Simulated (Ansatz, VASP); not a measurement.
SnO: VASP beside Ansatz

File INCAR:

```
SYSTEM = SnO
ALGO = Normal
EDIFF = 1E-6
ENCUT = 520
ISIF = 2
ISMEAR = -1
LASPH = .True.
LCHARG = .True.
LELF = .True.
LREAL = .False.
LVHAR = .True.
LWAVE = .False.
NBANDS = 28
NELM = 80
PREC = Accurate
SIGMA = 0.02
```

The input KPOINTS:

```
k-points
0
Gamma
  6 6 5
  0 0 0
```

Contents of POSCAR:

```
SnO
1.0
    3.8020000000      0.0000000000      0.0000000000
    0.0000000000      3.8020000000      0.0000000000
    0.0000000000      0.0000000000      4.7876400000
Sn O
2 2
Direct
    0.0000000000      0.5000000000      0.2385000000
    0.5000000000      0.0000000000      0.7615000000
    0.0000000000      0.0000000000      0.0000000000
    0.5000000000      0.5000000000      0.0000000000
```

Input for Ansatz:

```yaml
crystal:
  lattice:
    - [3.802, 0.0, 0.0]
    - [0.0, 3.802, 0.0]
    - [0.0, 0.0, 4.78764]
  atoms:
    - { symbol: Sn, position: [0.0, 0.5, 0.2385] }
    - { symbol: Sn, position: [0.5, 0.0, 0.7615] }
    - { symbol: O, position: [0.0, 0.0, 0.0] }
    - { symbol: O, position: [0.5, 0.5, 0.0] }
kpoints:
  mp_grid: { grid: [6, 6, 5] }
  band_path:
    path:
      - [0.0, 0.0, 0.0]
      - [0.0, 0.5, 0.0]
      - [0.5, 0.5, 0.0]
      - [0.0, 0.0, 0.0]
      - [0.0, 0.0, 0.5]
      - [0.0, 0.5, 0.5]
      - [0.5, 0.5, 0.5]
      - [0.0, 0.0, 0.5]
      - [0.0, 0.5, 0.0]
    npoints: 5
scf:
  occupations: { method: fermi_dirac, width: 0.02 }
hamiltonian:
  xc: lda
  pseudopotentials: { kind: all_electron, lapw: { basis_error: 0.0005 } }
output:
  forces: true
  stress: true
  eigenvalues: true
```

Change from the starting cell: zz strain of -1 %.

Alike in both runs: task single point; functional LDA; k mesh 6 × 6 × 5; occupations fermi-dirac, width 0.02 eV; no spin polarisation.

```csv
,VASP,Ansatz
version,VASP 6.6.1,Ansatz 0.2.0
potentials or method,"VASP PAW LDA potentials, release 64 (Sn_d, O)","all-electron LAPW, scalar-relativistic"
plane-wave cutoff (eV),520,see its input
```

|  | VASP | Ansatz | Ansatz less VASP |
| --- | --- | --- | --- |
| pressure (GPa) | -1.7 | -2.1 | -0.33 |
| largest component of the traceless stress (GPa) | 0.46 | 0.46 | -0.003 |
| rms of the force components (eV/Å) | 0.014 | 0.031 | +0.0163 |

Atom by atom the forces differ by 0.045 eV/Å (rms over components). Ansatz ran all-electron here, so the differences hold the error of VASP's frozen core and of both bases.

Caveats: spin-orbit coupling is left out, which moves the levels of the heavy elements; an odd mesh through Γ misses points on the zone boundary, where band edges often lie.
